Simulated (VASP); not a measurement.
# MoS2 in VASP: further runs

One slab, MoS2, is run at these levels: PBE+D3(BJ), PBE; tasks: relaxation of cell and atoms.

Everything below comes from runs of VASP 6.6.1. Logs are shortened: lines on timing, memory, paths and dates and some standing lists are left out, and cuts for length are marked.

## Step 1: Starting point

The cell holds a slab with vacuum, 3 atoms: a = 3.153 Å, b = 3.153 Å, c = 21.130 Å, α = 90.00°, β = 90.00°, γ = 120.00°.

## Step 2: Relaxation of cell and atoms, PBE+D3(BJ)

File INCAR:

```
  PREC = Accurate
  ENCUT = 600
  EDIFF = 1E-7
  ISMEAR = 0
  SIGMA = 0.03
  LREAL = F
  LASPH = T
  NELM = 80
  ALGO = Normal
  ISIF = 3
  LWAVE = F
  LCHARG = F
  GGA = PE
  IVDW = 12
  IBRION = 2
  NSW = 90
  EDIFFG = -0.005
  LATTICE_CONSTRAINTS = .TRUE. .TRUE. .FALSE.
  KPAR = 8
```

File KPOINTS:

```
regular mesh
0
Gamma
  12 12 1
```

File POSCAR:

```
MoS2                                    
1.0
    3.1531462914      0.0000000000      0.0000000000
   -1.5765731457      2.7307047857      0.0000000000
    0.0000000000      0.0000000000     21.1302960000
  S               Mo            
     2     1
Direct
     0.3333333300000021    0.6666666699999979    0.4258408315213942
     0.3333333300000021    0.6666666699999979    0.5741591684786056
     0.6666666699999979    0.3333333300000021    0.5000000000000000
```

Potentials or basis: VASP PAW PBE potentials, release 64 (S, Mo_sv).

Run with:

```sh
> cat potpaw_PBE.64/S/POTCAR potpaw_PBE.64/Mo_sv/POTCAR > POTCAR
> mpirun -np 8 vasp_std > vasp.out
```

OUTCAR:

```text
PREC = Accurate
   ENCUT = 600
   EDIFF = 1E-7
   ISMEAR = 0
   LREAL = F
   LASPH = T
   NELM = 80
   ISIF = 3
   GGA = PE
   IVDW = 12
   IBRION = 2
   NSW = 90
   EDIFFG = -0.005
 IVDW          = 12

 ion  position               nearest neighbor table
   1  0.333  0.667  0.426-   3 2.40   3 2.40   3 2.40
   2  0.333  0.667  0.574-   3 2.40   3 2.40   3 2.40
   3  0.667  0.333  0.500-   1 2.40   2 2.40   1 2.40   2 2.40   1 2.40   2 2.40

  LATTYP: Found a hexagonal cell.
 ALAT       =     3.1531462914
 C/A-ratio  =     6.7013370289

  Lattice vectors:

 A1 = (   3.1531462914,   0.0000000000,   0.0000000000)
 A2 = (  -1.5765731457,   2.7307047857,   0.0000000000)
 A3 = (   0.0000000000,   0.0000000000,  21.1302960000)

Analysis of symmetry for initial positions (statically):
=====================================================================
 Subroutine PRICEL returns:
 Original cell was already a primitive cell.

 Routine SETGRP: Setting up the symmetry group for a
 hexagonal supercell.

 Subroutine GETGRP returns: Found 12 space group operations
 (whereof 12 operations were pure point group operations)
 out of a pool of 24 trial point group operations.

The static configuration has the point symmetry D_3h.

Analysis of symmetry for dynamics (positions and initial velocities):
=====================================================================
 Subroutine PRICEL returns:
 Original cell was already a primitive cell.

 Routine SETGRP: Setting up the symmetry group for a
 hexagonal supercell.

 Subroutine GETGRP returns: Found 12 space group operations
 (whereof 12 operations were pure point group operations)
 out of a pool of 24 trial point group operations.

The dynamic configuration has the point symmetry D_3h.

 Subroutine INISYM returns: Found 12 space group operations
 (whereof 12 operations are pure point group operations),
 and found     1 'primitive' translations

----------------------------------------------------------------------------------------

                                     Primitive cell

  volume of cell :     181.9384

  direct lattice vectors                    reciprocal lattice vectors
     3.153146291  0.000000000  0.000000000     0.317143547  0.183102913  0.000000000
    -1.576573146  2.730704786  0.000000000     0.000000000  0.366205825  0.000000000
     0.000000000  0.000000000 21.130296000     0.000000000  0.000000000  0.047325414

  length of vectors
     3.153146291  3.153146288 21.130296000     0.366205825  0.366205825  0.047325414

  position of ions in fractional coordinates (direct lattice)
     0.333333330  0.666666670  0.425840832
     0.333333330  0.666666670  0.574159168
     0.666666670  0.333333330  0.500000000

  ion indices of the primitive-cell ions
   primitive index   ion index
                 1           1
                 2           2
                 3           3

----------------------------------------------------------------------------------------

 KPOINTS: regular mesh

Automatic generation of k-mesh.
 Grid dimensions read from file:
 generate k-points for:   12   12    1

 Generating k-lattice:

  Cartesian coordinates                     Fractional coordinates (reciprocal lattice)
     0.026428629  0.015258576  0.000000000     0.083333333  0.000000000  0.000000000
     0.000000000  0.030517152  0.000000000     0.000000000  0.083333333  0.000000000
     0.000000000  0.000000000  0.047325414     0.000000000  0.000000000  1.000000000

  Length of vectors
     0.030517152  0.030517152  0.047325414

  Shift w.r.t. Gamma in fractional coordinates (k-lattice)
     0.000000000  0.000000000  0.000000000

 Subroutine IBZKPT returns following result:
 ===========================================

 Found     19 irreducible k-points:

 Following reciprocal coordinates:
            Coordinates               Weight
  0.000000  0.000000  0.000000      1.000000
  0.083333 -0.000000  0.000000      6.000000
  0.166667 -0.000000  0.000000      6.000000
  0.250000 -0.000000  0.000000      6.000000
  0.333333  0.000000  0.000000      6.000000
  0.416667 -0.000000  0.000000      6.000000
[... 11 lines left out ...]
  0.333333  0.250000  0.000000     12.000000
  0.333333  0.333333  0.000000      2.000000
   k-points           NKPTS =     19   k-points in BZ     NKDIM =     19   number of bands    NBANDS=     17
   number of dos      NEDOS =    301   number of ions     NIONS =      3
   total plane-waves  NPLWV = 141120
   dimension x,y,z NGX =    28 NGY =   28 NGZ =  180
   dimension x,y,z NGXF=    56 NGYF=   56 NGZF=  360
   ions per type =               2   1
   NGX,Y,Z   is equivalent  to a cutoff of  14.76, 14.76, 14.16 a.u.
   NGXF,Y,Z  is equivalent  to a cutoff of  29.53, 29.53, 28.32 a.u.
 SYSTEM =  unknown system
   PREC   = accura    normal or accurate (medium, high low for compatibility)
   ISTART =      0    job   : 0-new  1-cont  2-samecut
   ICHARG =      2    charge: 1-file 2-atom 10-const
   ISPIN  =      1    spin polarized calculation?
   LNONCOLLINEAR =      F non collinear calculations
   LSORBIT =      F    spin-orbit coupling
   LASPH  =      T    aspherical Exc in radial PAW
   ENCUT  =  600.0 eV  44.10 Ry    6.64 a.u.   6.30  6.30 42.20*2*pi/ulx,y,z
   NELM   =     80;   NELMIN=  2; NELMDL= -5     # of ELM steps
   EDIFF  = 0.1E-06   stopping-criterion for ELM
   LREAL  =      F    real-space projection
   EDIFFG = -.5E-02   stopping-criterion for IOM
   NSW    =     90    number of steps for IOM
   IBRION =      2    ionic relax: 0-MD 1-quasi-New 2-CG
   NFREE  =      1    steps in history (QN), initial steepest desc. (CG)
   ISIF   =      3    stress and relaxation
   ISYM   =      2    0-nonsym 1-usesym 2-fastsym
   POTIM  = 0.5000    time-step for ionic-motion
   TEBEG  =    0.0;   TEEND  =   0.0 temperature during run
   PSTRESS=    0.0 pullay stress
   NELECT =      26.0000    total number of electrons
   NUPDOWN=      -1.0000    fix difference up-down
   EMIN   =  10.00;   EMAX   =-10.00  energy-range for DOS
   EFERMI =   0.00;   METHOD = LEGACY
   ISMEAR =     0;   SIGMA  =   0.03  broadening in eV -4-tet -1-fermi 0-gaus
   EFERMI_NEDOS =   21; number of points for ismear=-14 and -15
   IALGO  =     38    algorithm
   IMIX   =      4    mixing-type and parameters
     AMIX     =   0.40;   BMIX     =  1.00
     AMIX_MAG =   1.60;   BMIX_MAG =  1.00
  volume/ion in A,a.u.               =      60.65       409.26
  Fermi-wavevector in a.u.,A,eV,Ry     =   0.855903  1.617422  9.967215  0.732570
  Thomas-Fermi vector in A             =   1.972723
   LORBIT       =      0    0 simple, 1 ext, 2 COOP (PROOUT), +10 PAW based schemes
   GGA     = PE    functional components
   LHFCALC =     F    Hartree Fock is set to
   AEXX    =    0.0000 exact exchange contribution
   IVDW    =    12    specifies the selected vdW correction
   LEPSILON=     F    determine dielectric tensor
   LRPA    =     F    only Hartree local field effects (RPA)
 conjugate gradient relaxation of ions
 non-spin polarized calculation
 Gauss-broadening in eV      SIGMA  =   0.03
  energy-cutoff  :      600.00
  volume of cell :      181.94
 maximum number of plane-waves:      6105
 NGX is ok and might be reduce to    28
   NGX = 13   NGY = 13   NGZ = 85

 number of electron      25.9999999 magnetization

 Free energy of the ion-electron system (eV)
  ---------------------------------------------------
  ext. energy  EPLUGINS =         0.00000000
  ---------------------------------------------------
  free energy    TOTEN  =       -21.84398075 eV

  energy without entropy =      -21.84398075  energy(sigma->0) =      -21.84398075

 E-fermi :  -1.9788     XC(G=0):  -3.6515

 val. band max:       -2.1488117533   @ k =   0.3333   0.3333   0.0000
 cond. band min:      -0.3655873195   @ k =   0.3333   0.3333   0.0000
 fundamental gap:      1.7832244337
 Fermi energy:        -1.9787959379

 k-point     1 :       0.0000    0.0000    0.0000
  band No.  band energies     occupation
      1     -62.9823      2.00000
      2     -37.1433      2.00000
      3     -36.9042      2.00000
      4     -36.9042      2.00000
      5     -16.3141      2.00000
      6     -15.0099      2.00000
[... 9 lines left out ...]
     16       0.9275      0.00000
     17       0.9275      0.00000

 k-point     2 :       0.0833   -0.0000    0.0000
  band No.  band energies     occupation
      1     -62.9794      2.00000
      2     -37.1378      2.00000
      3     -36.9323      2.00000
      4     -36.9106      2.00000
      5     -16.2076      2.00000
      6     -14.9654      2.00000
[... 9 lines left out ...]
     16       0.8082      0.00000
     17       0.8751      0.00000

 k-point     3 :       0.1667   -0.0000    0.0000
  band No.  band energies     occupation
      1     -62.9717      2.00000
      2     -37.1227      2.00000
      3     -37.0083      2.00000
      4     -36.9279      2.00000
      5     -15.9045      2.00000
      6     -14.8389      2.00000
[... 9 lines left out ...]
     16       0.5331      0.00000
     17       1.2919      0.00000

 k-point     4 :       0.2500   -0.0000    0.0000
  band No.  band energies     occupation
      1     -62.9611      2.00000
      2     -37.1108      2.00000
      3     -37.1021      2.00000
      4     -36.9515      2.00000
      5     -15.4548      2.00000
      6     -14.6527      2.00000
[... 9 lines left out ...]
     16       0.8291      0.00000
     17       1.7170      0.00000

 k-point     5 :       0.3333    0.0000    0.0000
  band No.  band energies     occupation
      1     -62.9505      2.00000
      2     -37.2117      2.00000
      3     -37.0814      2.00000
      4     -36.9750      2.00000
      5     -14.9480      2.00000
      6     -14.4475      2.00000
[... 9 lines left out ...]
     16       1.3179      0.00000
     17       2.0206      0.00000

 k-point     6 :       0.4167   -0.0000    0.0000
  band No.  band energies     occupation
      1     -62.9427      2.00000
      2     -37.2845      2.00000
      3     -37.0662      2.00000
      4     -36.9921      2.00000
      5     -14.5236      2.00000
      6     -14.2820      2.00000
[... 9 lines left out ...]
     16       1.6694      0.00000
     17       2.1831      0.00000

 k-point     7 :       0.5000   -0.0000    0.0000
  band No.  band energies     occupation
      1     -62.9399      2.00000
      2     -37.3110      2.00000
      3     -37.0606      2.00000
      4     -36.9984      2.00000
      5     -14.3525      2.00000
      6     -14.2175      2.00000
[... 9 lines left out ...]
     16       1.7786      0.00000
     17       2.2319      0.00000

 k-point     8 :       0.0833    0.0833    0.0000
  band No.  band energies     occupation
      1     -62.9741      2.00000
      2     -37.1275      2.00000
      3     -36.9829      2.00000
      4     -36.9239      2.00000
      5     -16.0027      2.00000
      6     -14.8797      2.00000
[... 9 lines left out ...]
     16       0.5960      0.00000
     17       1.2158      0.00000
[... 103 lines left out ...]
      1     -62.9466      2.00000
      2     -37.2114      2.00000
      3     -37.0738      2.00000
      4     -37.0218      2.00000
      5     -14.7531      2.00000
      6     -14.3569      2.00000
[... 9 lines left out ...]
     16       0.9051      0.00000
     17       2.3414      0.00000

 k-point    15 :       0.3333    0.1667    0.0000
  band No.  band energies     occupation
      1     -62.9399      2.00000
      2     -37.2603      2.00000
      3     -37.0606      2.00000
      4     -37.0514      2.00000
      5     -14.3753      2.00000
      6     -14.1999      2.00000
[... 9 lines left out ...]
     16       1.2290      0.00000
     17       2.3771      0.00000

 k-point    16 :       0.4167    0.1667    0.0000
  band No.  band energies     occupation
      1     -62.9374      2.00000
      2     -37.2778      2.00000
      3     -37.0624      2.00000
      4     -37.0558      2.00000
      5     -14.2256      2.00000
      6     -14.1382      2.00000
[... 9 lines left out ...]
     16       1.3681      0.00000
     17       2.3484      0.00000

 k-point    17 :       0.2500    0.2500    0.0000
  band No.  band energies     occupation
      1     -62.9399      2.00000
      2     -37.2362      2.00000
      3     -37.0761      2.00000
      4     -37.0607      2.00000
      5     -14.3828      2.00000
      6     -14.1940      2.00000
[... 9 lines left out ...]
     16       0.9714      0.00000
     17       2.5570      0.00000

 k-point    18 :       0.3333    0.2500    0.0000
  band No.  band energies     occupation
      1     -62.9360      2.00000
      2     -37.2412      2.00000
      3     -37.1168      2.00000
      4     -37.0530      2.00000
      5     -14.1523      2.00000
      6     -14.0897      2.00000
[... 9 lines left out ...]
     16       1.2292      0.00000
     17       2.7089      0.00000

 k-point    19 :       0.3333    0.3333    0.0000
  band No.  band energies     occupation
      1     -62.9346      2.00000
      2     -37.2103      2.00000
      3     -37.1647      2.00000
      4     -37.0503      2.00000
      5     -14.0692      2.00000
      6     -14.0459      2.00000
[... 9 lines left out ...]
     16       1.4788      0.00000
     17       2.8784      0.00000

------------------------ aborting loop because EDIFF is reached ----------------------------------------

 Edisp (eV)   -0.95887

 E8    (eV) :    -0.4147

  FORCE on cell =-STRESS in cart. coord.  units (eV):
  Direction    XX          YY          ZZ          XY          YZ          ZX
  --------------------------------------------------------------------------------------
  -------------------------------------------------------------------------------------
  Total       0.00078     0.00078    -0.02230    -0.00000    -0.00000     0.00000
  in kB       0.00684     0.00684    -0.19637    -0.00000    -0.00000     0.00000
  external pressure =       -0.06 kB  Pullay stress =        0.00 kB

 VOLUME and BASIS-vectors are now :
 -----------------------------------------------------------------------------
  energy-cutoff  :      600.00
  volume of cell :      181.94
      direct lattice vectors                 reciprocal lattice vectors
     3.153146291  0.000000000  0.000000000     0.317143547  0.183102913  0.000000000
    -1.576573146  2.730704786  0.000000000     0.000000000  0.366205825  0.000000000
     0.000000000  0.000000000 21.130296000     0.000000000  0.000000000  0.047325414

 POSITION                                       TOTAL-FORCE (eV/Angst)
 -----------------------------------------------------------------------------------
     -0.00000      1.82047      8.99814        -0.000000     -0.000000     -0.000864
     -0.00000      1.82047     12.13215        -0.000000      0.000000      0.000864
      1.57657      0.91023     10.56515         0.000000     -0.000000     -0.000000
 -----------------------------------------------------------------------------------
    total drift:                               -0.000013      0.000008      0.000000

  FREE ENERGIE OF THE ION-ELECTRON SYSTEM (eV)
  ---------------------------------------------------
  free  energy   TOTEN  =       -22.8028555813 eV

  energy  without entropy=      -22.8028555813  energy(sigma->0) =      -22.80285558

 reached required accuracy - stopping structural energy minimisation
```

It took 1.7 min on 8 MPI ranks of Intel Xeon Platinum 8175M at 2.50GHz (Skylake/Cascade Lake), shared host; peak memory 0.42 GiB.

Results:

```yaml
Free_energy: -22.8029 eV
Band_gap_on_the_k_mesh: 1.78 eV, direct
Dispersion_energy_per_atom: -0.320 eV
```

Final structure:
```
S Mo
1.0
     3.15315    0.00000    0.00000
    -1.57657    2.73070    0.00000
     0.00000    0.00000   21.13030
S Mo
2 1
Direct
  0.33333 0.66667 0.42584
  0.33333 0.66667 0.57416
  0.66667 0.33333 0.50000
```

Levels at points of the mesh, in eV from the valence-band top:
```csv
k point,band 9,band 10,band 11,band 12,band 13,band 14,band 15,band 16,band 17
"(0.00, 0.00, 0.00)",-2.57,-1.86,-1.45,-1.45,-0.09,2.84,2.84,3.08,3.08
"(0.50, 0.00, 0.00)",-4.12,-3.16,-1.95,-0.91,-0.65,2.36,2.86,3.93,4.38
```

Caveat: the relaxation stopped at its first step, so nothing moved. A hybrid or GW would open this gap; PBE tends to underestimate it.

## Step 3: Relaxation of cell and atoms, PBE

This run uses another cell than the first one, of 61.26 Å³/atom, 1.010 times its volume.

File INCAR:

```
SYSTEM = MoS2
PREC     = Accurate       ! precision mode
ENCUT    = 600            ! plane-wave cutoff, eV
EDIFF    = 1E-6           ! SCF threshold, eV
ISMEAR   = 0              ! smearing method
SIGMA    = 0.03           ! smearing width, eV
LREAL    = .False.        ! projectors in reciprocal space
LASPH    = .True.         ! aspherical terms in the spheres
NELM     = 80             ! most SCF steps
ALGO     = Normal         ! electronic algorithm
ISIF     = 3              ! what is computed and relaxed
LWAVE    = .False.        ! write WAVECAR
LCHARG   = .False.        ! write CHGCAR
GGA      = PE             ! functional
IBRION   = 2              ! ionic algorithm
NSW      = 90             ! ionic steps
EDIFFG   = -0.01          ! ionic threshold
LATTICE_CONSTRAINTS= .TRUE. .TRUE. .FALSE.
KPAR     = 2
```

File KPOINTS:

```
regular mesh
0
Gamma
  12 12 1
  0 0 0
```

File POSCAR:

```
MoS2
1.0
    3.1690000000      0.0000000000      0.0000000000
   -1.5845000000      2.7444345000      0.0000000000
    0.0000000000      0.0000000000     21.1302960000
S Mo
2 1
Direct
    0.3333333300      0.6666666700      0.4259287200
    0.3333333300      0.6666666700      0.5740712800
    0.6666666700      0.3333333300      0.5000000000
```

Potentials or basis: VASP PAW PBE potentials, release 64 (S, Mo_sv).

Run with:

```sh
> cat potpaw_PBE.64/S/POTCAR potpaw_PBE.64/Mo_sv/POTCAR > POTCAR
> mpirun -np 2 vasp_std > vasp.out
```

Run time: 3 min. Hardware: 2 MPI ranks of AMD EPYC 9R45 (Zen 5), shared host; peak memory 0.4 GiB.

It converged, with:

```yaml
Free_energy: -21.8533 eV
Relaxed_volume: 61.81 Å³/atom
Relaxed_cell: a = 3.183 Å, b = 3.183 Å, c = 21.130 Å, α = 90.00°, β = 90.00°, γ = 120.00°
Space_group_after_relaxing_to_0.05_Å: P-6m2 (No. 187)
Energy_gained_by_relaxing: 0.7 meV/atom
Ionic_steps: 8
Largest_force_after_relaxing: 0.003 eV/Å
Band_gap_on_the_k_mesh: 1.67 eV, indirect (least direct gap 1.68 eV)
```

Forces in eV/Å, atoms in the order of the input:
```
S    0.000  0.000 -0.003
S    0.000  0.000  0.003
Mo   0.000  0.000  0.000
```

The path:
| step | energy change (eV) | largest force (eV/Å) | pressure (GPa) | volume (Å³) |
| --- | --- | --- | --- | --- |
| 1 | 0.0000 | 0.0391 | 0.30 | 183.77 |
| 2 | -0.0003 | 0.1400 | -0.36 | 186.53 |
| 3 | -0.0018 | 0.0547 | -0.05 | 185.20 |
| 4 | -0.0018 | 0.0526 | -0.06 | 185.17 |
| 5 | -0.0014 | 0.0072 | 0.13 | 184.47 |
| 6 | -0.0018 | 0.0509 | -0.03 | 185.14 |
| 7 | -0.0020 | 0.0188 | -0.01 | 185.31 |
| 8 | -0.0020 | 0.0032 | 0.01 | 185.43 |

Final structure:
```cif
data_structure
_symmetry_space_group_name_H-M 'P 1'
_symmetry_Int_Tables_number 1
_cell_length_a 3.1833
_cell_length_b 3.1833
_cell_length_c 21.1303
_cell_angle_alpha 90.000
_cell_angle_beta 90.000
_cell_angle_gamma 120.000
_cell_volume 185.43
loop_
_atom_site_label
_atom_site_type_symbol
_atom_site_fract_x
_atom_site_fract_y
_atom_site_fract_z
_atom_site_occupancy
S1 S 0.33333 0.66667 0.42606 1
S2 S 0.33333 0.66667 0.57394 1
Mo1 Mo 0.66667 0.33333 0.50000 1
```

Levels at points of the mesh, in eV from the valence-band top:
```tsv
k point	band 10	band 11	band 12	band 13	band 14	band 15	band 16	band 17
(0.00, 0.00, 0.00)	-1.77	-1.50	-1.50	0.00	2.77	2.77	3.01	3.01
(0.50, 0.00, 0.00)	-3.15	-1.87	-0.97	-0.62	2.25	2.76	3.88	4.31
```

A hybrid or GW would open this gap; PBE tends to underestimate it. PBE usually gives volumes a little too large and moduli too small.
